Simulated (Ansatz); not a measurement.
# Ge (Cmcm) in Ansatz: notebook

The runs below take Ge through band structure, with PBEsol.

All numbers are computed with Ansatz 0.2.0; they aren't measurements. Logs are shortened: lines on timing, memory, paths and dates and some standing lists are left out, and cuts for length are marked.

### Step 1. The structure

It takes space group Cmcm (No. 63, orthorhombic). The conventional cell has a = 2.976 Å, b = 5.189 Å, c = 4.728 Å, α = 90.00°, β = 90.00°, γ = 90.00°. Ge (site symmetry m2m) has 12 Ge at 2.92 to 2.99 Å as nearest neighbours.

This isn't the form of Ge at room conditions, which is diamond.

### Step 2. Band structure, PBEsol

input.yaml reads:

```yaml
crystal:
  lattice:
    - [1.488052925, -2.59468961, 0.0]
    - [1.488052925, 2.59468961, 0.0]
    - [0.0, 0.0, 4.72759579]
  atoms:
    - { symbol: Ge, position: [0.33344663, 0.66655337, 0.25] }
    - { symbol: Ge, position: [0.66655337, 0.33344663, 0.75] }
kpoints:
  mp_grid: { grid: [10, 10, 6] }
  band_path:
    path:
      - [0.0, 0.0, 0.0]
      - [0.3322253894, 0.3322253894, 0.0]
      - [0.0, 0.5, 0.0]
      - [0.0, 0.5, 0.5]
      - [0.3322253894, 0.3322253894, 0.5]
      - [0.0, 0.0, 0.5]
      - [0.0, 0.0, 0.0]
      - [-0.5, 0.5, 0.0]
    npoints: 8
scf:
  occupations: { method: fermi_dirac, width: 0.05 }
hamiltonian:
  xc: pbesol
  pseudopotentials: { kind: all_electron, lapw: { basis_error: 0.001 } }
output:
  forces: true
  stress: true
  eigenvalues: true
```

Potentials or basis: all-electron LAPW, scalar-relativistic.

Launch:

```console
$ ansatz run input.yaml --threads 1 --pin off --max-ram 3072MiB --backend cpu --events-out ev --progress --plain --runs-dir out
```

The log of the run:

```text
Warning: RAYON_NUM_THREADS=1 ignored (pool sized by the plan → 1); use --threads N
LAPW: plane waves up to 7.236 Å⁻¹, error target 1.0e-3 eV per atom; small_component_spin mean_spin; Ge in spheres of 1.462 Å, 22 of its electrons in bands, Dirac shells [] (how accurate: hamiltonian.pseudopotentials.lapw.basis_error, Limitations)
Engine: ansatz 0.2.0, aarch64-unknown-linux-gnu
Pseudopotentials: kind: all_electron
Pseudopotential: Ge, LAPW, valence charge 22, lapw/all_electron/scalar/gaussian/Ge, Koelling and Harmon's equation, gaussian nucleus
Functional definition: PBEsol
  exchange = pbesol_x
  correlation = pbesol_c
Crystal: 2 atoms, lattice volume = 36.507 Å³
Basis set: ecut = 199.47631815043948 eV, 245 PW (Γ), exchange–correlation at level 2
Bands: 27, of which v1, the nominal top of the filled ones, is band 22 counted from 1 (21 counted from 0)
Symmetry: 8 space group operations
Space group: Cmcm (ITA 63), of the structure as read, at distance tolerance 3.3e-5 Å
k-points: 124 of 600
Non-local potential: Ge, projectors of the file, none
Initial density: superposition of atomic densities (chi_scale 0.1, normalization cell)
Initial wavefunctions: plane waves of lowest kinetic energy (no species holds an atomic orbital)
Functional: x = pbesol(κ = 0.804, μ = 0.12345679012345678), c = pbesol(β = 0.046)
iter 1 solved again at ethr=1.36e-5 eV; its pass at ethr=1.00e-1 eV (dr2=5.98e-3 eV) is discarded
SCF iter   1: F=—  HF=-114149.186225 eV  |F-HF|=—  |Δ(HF+E_count)|=         —  Δρ=5.45e-3  dr2=6.02e-3  ethr=1.36e-5  ⟨swp⟩=3.6  Hψ=23622  notcnv=0
preconditioner: auto → Kerker (q_TF=auto, 2.815 Å⁻¹)  [metal: Δε(μ)=0.019 eV  Ē_g=23.895 eV  σ=0.050 eV  W_gap=0.09  n_scr=22 (ndim 8)  ℏωp=32.5 eV  f_vac=0.000  D(μ)=1.13/eV (n_scr^D=2)]
SCF iter   2: F=—  HF=-114149.157337 eV  |F-HF|=—  |Δ(HF+E_count)|=   2.89e-2  Δρ=3.09e-3  dr2=2.49e-3  ethr=1.36e-5  ⟨swp⟩=2.0  Hψ=10062  notcnv=0
SCF iter   3: F=—  HF=-114149.153488 eV  |F-HF|=—  |Δ(HF+E_count)|=   3.85e-3  Δρ=1.92e-3  dr2=1.13e-3  ethr=5.67e-6  ⟨swp⟩=2.0  Hψ=10051  notcnv=0
SCF iter   4: F=—  HF=-114149.152838 eV  |F-HF|=—  |Δ(HF+E_count)|=   6.50e-4  Δρ=8.89e-4  dr2=3.09e-4  ethr=2.58e-6  ⟨swp⟩=2.0  Hψ=10051  notcnv=0
iter 5 solved again at ethr=1.41e-8 eV; its pass at ethr=7.03e-7 eV (dr2=6.21e-6 eV) is discarded
SCF iter   5: F=—  HF=-114149.152832 eV  |F-HF|=—  |Δ(HF+E_count)|=   6.79e-6  Δρ=1.28e-4  dr2=6.19e-6  ethr=1.41e-8  ⟨swp⟩=2.0  Hψ=16878  notcnv=0
SCF iter   6: F=—  HF=-114149.152831 eV  |F-HF|=—  |Δ(HF+E_count)|=   6.78e-7  Δρ=2.94e-5  dr2=1.84e-7  ethr=1.41e-8  ⟨swp⟩=2.0  Hψ=10051  notcnv=0
SCF iter   7: F=-114149.152831 eV  HF=-114149.152831 eV  |F-HF|=8.88e-10  |Δ(HF+E_count)|=   5.35e-8  Δρ=5.10e-6  dr2=8.03e-9  ethr=4.19e-10  ⟨swp⟩=2.0  Hψ=10051  notcnv=0
SCF 1 converged in 7 iterations: F = -114149.152831 eV  dr2 = 8.03e-9
NSCF: frozen V_eff on 57 k-points
SCF converged after 7 iterations
Free energy (F): -114149.152831 eV
Harris-Foulkes:  -114149.152831 eV  (|F-HF|=8.88e-10)
Internal energy: -114149.144365 eV  (E = F + TS)
E sigma→0 (E₀):  -114149.148598 eV
Entropy (-TS):   -0.008466 eV (-4.233 meV/atom)
Fermi energy:    13.105835 eV
--- Per-component energies (eV) ---
  E_band       = -1938.043604
  E_kinetic    = 116531.394367
  E_xc         = -4255.613027
  E_electrostatic = -226424.925706  (all electrons and nuclei)
  E_smearing   = -0.008466  (= −TS)
  E_closure    = 0.000000  (closes the sum)
  E_atoms      = -114139.838039  (free atoms, spherical and without spin; not in F)
  Σ components = -114149.152831   (vs F -114149.152831, Δ=0.00e0)
  Basis errors (estimates in eV, not in F): energy 2.2e-4 per atom: plane waves 2.2e-4 (1.1e-4 summed), levels above the bands 6.1e-75, relativity 3.6e-9, radial functions 3.6e-6, core shells 2.6e-12; eigenvalues (radial functions only) 1.5e-5; not estimated: angular momenta, meshes, grids; target (lapw.basis_error) 1.0e-3; muffin-tin radii Ge 1.462 Å
--- Forces (eV/Å), atoms counted from 1 ---
  atom   1  Ge     0.00000000    -0.00056504     0.00000000
  atom   2  Ge     0.00000000     0.00056504     0.00000000
  max |Σ_I F_I| component: 0.00e0 eV/Å
--- Stress (GPa, compression-positive) ---
       -0.374123       0.000000       0.000000
        0.000000      -0.151689       0.000000
        0.000000       0.000000       2.143270
  P = ⅓ Tr σ = 0.5392 GPa (5.392 kbar)
--- Band table (eV; the first three rows and the last of 124) ---
  k-point 0: bands = ["-150.1954", "-150.1953", "-97.5075", "-97.5074", "-97.5071", "-97.5070", "-97.5022", "-97.5002", "-11.5055", "-11.4953", "-11.4930", "-11.4916", "-11.4860", "-11.4828", "-11.4730", "-11.4723", "-11.3982", "-11.3976", "-0.2485", "5.6480", "7.5827", "19.7255", "19.8399", "21.8025", "21.9196", "23.2295", "24.4881"]
  k-point 1: bands = ["-150.1954", "-150.1953", "-97.5074", "-97.5073", "-97.5071", "-97.5070", "-97.5021", "-97.5004", "-11.5043", "-11.5009", "-11.4977", "-11.4933", "-11.4890", "-11.4858", "-11.4617", "-11.4606", "-11.4008", "-11.4001", "-0.0623", "4.3361", "9.2559", "19.8719", "19.9859", "21.4718", "21.7261", "21.8408", "24.6344"]
  k-point 2: bands = ["-150.1954", "-150.1953", "-97.5074", "-97.5073", "-97.5072", "-97.5071", "-97.5017", "-97.5007", "-11.5054", "-11.5021", "-11.5008", "-11.4965", "-11.4943", "-11.4930", "-11.4421", "-11.4410", "-11.4090", "-11.4083", "0.4968", "2.7237", "11.9437", "18.2769", "20.2854", "20.3979", "21.4199", "21.5309", "25.0721"]
  k-point 123: bands = ["-150.1953", "-150.1953", "-97.5084", "-97.5084", "-97.5075", "-97.5075", "-97.5011", "-97.5011", "-11.5306", "-11.5306", "-11.5119", "-11.5119", "-11.4488", "-11.4488", "-11.3981", "-11.3981", "-11.3936", "-11.3936", "6.0586", "6.0586", "8.1606", "8.1606", "17.3738", "17.3738", "18.2139", "18.2139", "21.8379"]
```

Wall time 18 s (1 thread of Arm Neoverse V2, shared host); peak memory 0.39 GiB.

Results:

```
Free energy             : -114149.1528 eV
Pressure                : 0.5 GPa
Band gap along the path : none (metal or under the smearing width)
```

Levels at the corners of the path, in eV from the Fermi level:
```csv
point,band 20,band 21,band 22,band 23,band 24,band 25
Γ,-7.46,-5.52,6.62,6.73,8.70,8.81
X,-6.70,-4.05,0.00,0.02,1.00,1.01
S,-7.09,-2.25,-1.25,-0.87,1.44,2.45
R,-6.97,-4.92,-4.92,4.12,4.12,5.09
A,-5.86,-3.62,-3.62,-2.37,-2.37,6.75
Z,-11.68,1.89,1.89,7.76,7.76,7.87
Γ,-7.46,-5.52,6.62,6.73,8.70,8.81
Y,-7.14,-2.29,-1.27,-0.94,1.41,2.61
```

### Step 3. Band structure, PBEsol

Edit input.yaml of step 2 so:

```diff
@@ -25,3 +25,6 @@
   xc: pbesol
-  pseudopotentials: { kind: all_electron, lapw: { basis_error: 0.001 } }
+  pseudopotentials:
+    kind: all_electron
+    lapw: { basis_error: 0.001 }
+    relativity: none
 output:
```

Potentials or basis: all-electron LAPW, non-relativistic.

Launch:

```console
$ ansatz run input.yaml --threads 1 --pin off --max-ram 3072MiB --backend cpu --events-out ev --progress --plain --runs-dir out
```

Wall time 18 s (1 thread of Arm Neoverse V2, shared host); peak memory 0.39 GiB.

The run converged. Its results:

```yaml
Free_energy: -112943.9834 eV
Pressure: 0.6 GPa
Band_gap_along_the_path: none (metal or under the smearing width)
```

Stress tensor (GPa, compression positive):
```
-0.39  0.00  0.00
 0.00 -0.01  0.00
 0.00  0.00  2.28
```

Levels at the corners of the path, in eV from the Fermi level:
```
point  band 19  band 20  band 21  band 22  band 23  band 24  band 25  band 26
    Γ   -13.17    -7.15    -5.58     6.63     6.75     8.71     8.83    10.19
    X    -6.44    -6.42    -4.11     0.15     0.17     0.95     0.95     0.97
    S    -8.17    -6.96    -1.96    -1.20    -0.92     1.36     2.43     6.33
    R    -6.66    -6.66    -4.96    -4.96     4.10     4.10     5.16     5.16
    A    -5.46    -5.46    -3.68    -3.68    -2.44    -2.44     6.76     6.76
    Z   -11.50   -11.50     1.95     1.95     7.79     7.79     7.90     7.90
    Γ   -13.17    -7.15    -5.58     6.63     6.75     8.71     8.83    10.19
    Y    -8.24    -7.00    -2.01    -1.22    -0.99     1.32     2.59     6.48
```

Caveat: relativity is left out, which matters for the heavier elements.

### Step 4. Band structure, PBEsol

Edit input.yaml of step 3 so:

```diff
@@ -25,6 +25,3 @@
   xc: pbesol
-  pseudopotentials:
-    kind: all_electron
-    lapw: { basis_error: 0.001 }
-    relativity: none
+  pseudopotentials: { kind: all_electron, datasets: crystal }
 output:
```

Potentials or basis: all-electron PAW datasets made for the crystal.

Launch:

```console
$ ansatz run input.yaml --threads 1 --pin off --max-ram 3072MiB --backend cpu --events-out ev --progress --plain --runs-dir out
```

Wall time 7.7 s (1 thread of Arm Neoverse V2, shared host); peak memory 0.36 GiB.

It converged, with:

```
Free energy             : -114149.1531 eV
Pressure                : 0.5 GPa
Band gap along the path : none (metal or under the smearing width)
```

Stress tensor (GPa, compression positive):
```
-0.38  0.00  0.00
 0.00 -0.16  0.00
 0.00  0.00  2.14
```

Levels at the corners of the path, in eV from the Fermi level:
```
point  band 2  band 3  band 4  band 5  band 6  band 7
    Γ   -7.46   -5.52    6.62    6.73    8.70    8.81
    X   -6.70   -4.05    0.00    0.02    1.00    1.01
    S   -7.09   -2.25   -1.25   -0.87    1.44    2.45
    R   -6.97   -4.92   -4.92    4.12    4.12    5.09
    A   -5.86   -3.62   -3.62   -2.37   -2.37    6.75
    Z  -11.68    1.89    1.89    7.76    7.76    7.87
    Γ   -7.46   -5.52    6.62    6.73    8.70    8.81
    Y   -7.14   -2.29   -1.27   -0.94    1.41    2.61
```

[end of part 1 of 2]
